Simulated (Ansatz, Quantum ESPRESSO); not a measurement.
## Equation of state of rock salt SiC

How stiff is rock salt SiC under hydrostatic load? Each row scales the relaxed cell evenly and relaxes the atoms. The symmetry of the cell is held, so distortions that would lower it, which this phase may prefer, aren't tested. The phase is followed to these pressures whether or not it stays the stable one.

Calculated with Ansatz 0.2.0, r2SCAN, PAW files of the set soft_1, cutoff 600 eV, Fermi–Dirac smearing 0.05 eV, k-mesh 19×19×19, no spin polarisation, no spin-orbit coupling.

Reference cell, relaxed at zero pressure with r2SCAN (Fm-3m): a = 2.8475 Å, b = 2.8475 Å, c = 2.8475 Å, α = 60.00°, β = 60.00°, γ = 60.00°.

```
atom       x       y       z
  Si  0.0000  0.0000  0.0000
   C  0.5000  0.5000  0.5000
```

```csv
V (Å³/atom),V/V0,P (GPa),E − E0 (meV/atom)
7.6732,0.9400,19.008,27.6
7.9997,0.9800,5.766,2.9
8.3262,1.0200,−5.020,2.6
8.4895,1.0400,−9.500,10.0
8.6527,1.0600,−13.329,21.7
```

V0 = 8.1630 Å³ an atom, where the residual pressure P0 is +0.071 GPa. **Question.** Fit the Birch–Murnaghan law and give the pressure and the energy at V = 7.8364 Å³ an atom, a row left out above.

With the Eulerian strain f = ½[(V0/V)^(2/3) − 1] and F = (P − P0)/[3f(1 + 2f)^(5/2)], the third-order law is the line F = B0 + (3/2) B0 (B′ − 4) f.

| f | F (GPa) |
| --- | --- |
| 0.02106 | 270.39 |
| 0.00678 | 270.66 |
| −0.00656 | 267.56 |
| −0.01290 | 263.95 |
| −0.01905 | 258.41 |

A straight line through the 5 rows: the means are −0.002134 for f and 266.19 for F, Σ(Δx)² = 0.001039 and ΣΔxΔy = 0.2869, so the slope is 0.2869/0.001039 = 276.13 and the intercept 266.19 − (276.13)(−0.002134) = 266.78.

Hence B0 = 266.8 GPa and B′ = 4 + (276.1)/(1.5 × 266.8) = 4.69. For the withheld volume f = 0.01380, F = 270.59 GPa and P = 12.06 GPa. The run itself gives 11.99 GPa, so the estimate misses by 0.07 GPa; the fitted rows themselves lie up to 0.16 GPa off the law.

Integrating the same law gives E − E0 = (9/2) B0 V0 f²[1 + (B′ − 4) f] + P0(V0 − V), with 1 GPa Å³ = 6.2415 meV: 11.9 meV an atom. The run itself gives 11.9 meV, so the estimate misses by 0.0 meV, a rounding's worth.

The same fit over all rows at other levels or in other programs gives B0 = 258 GPa with PBEsol (Ansatz), 257 GPa with PBEsol (Quantum ESPRESSO, PseudoDojo) and 266 GPa with LDA (Quantum ESPRESSO, GBRV).

[Logs are printed without paths, hosts, clocks, repeated set-up lines and the standing remarks that a program may print on its own settings, such as how far it seeks lower states.]
